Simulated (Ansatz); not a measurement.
C in Ansatz: the effect of functional

Crystal: C.

```
C
1.0
     2.12732   -1.22828    0.00000
     2.12732    1.22828    0.00000
    -1.37907    0.00000    3.50283
C
2
Cartesian
  -0.6699 0.0000 3.5025
  3.5455 0.0000 0.0003
```

This is a stacking variant of graphite.

Alike in all runs:

```yaml
Program: Ansatz 0.2.0
Task: band structure
Potentials_or_basis: Ansatz PAW
k_mesh: 13 × 13 × 8
Occupations: fermi-dirac, width 0.05 eV
Spin: no spin polarisation
```

One run gave: pressure 0.9 GPa. Which functional did it use?
A. PBEsol
B. PBE
C. revPBE
D. LDA
E. RPBE

A.

```tsv
functional	cutoff	pressure (GPa)
LDA	420 eV (not typed: the program's choice for these potentials)	-4.1
PBE	420 eV (not typed: the program's choice for these potentials)	3.8
PBEsol	420 eV (not typed: the program's choice for these potentials)	0.9
RPBE	420 eV (not typed: the program's choice for these potentials)	7.7
revPBE	420 eV (not typed: the program's choice for these potentials)	6.8
BLYP	420 eV (not typed: the program's choice for these potentials)	6.4
r2SCAN	500 eV (not typed: the program's choice for these potentials)	-0.2
```

Caveats: the PAW data sets come from PBE, with cores solved anew for the run's functional, which leaves a small shift of forces and pressure (some runs); this functional lacks dispersion, which binds the layers, so the pressure and a relaxed spacing across them are unreliable (some runs).
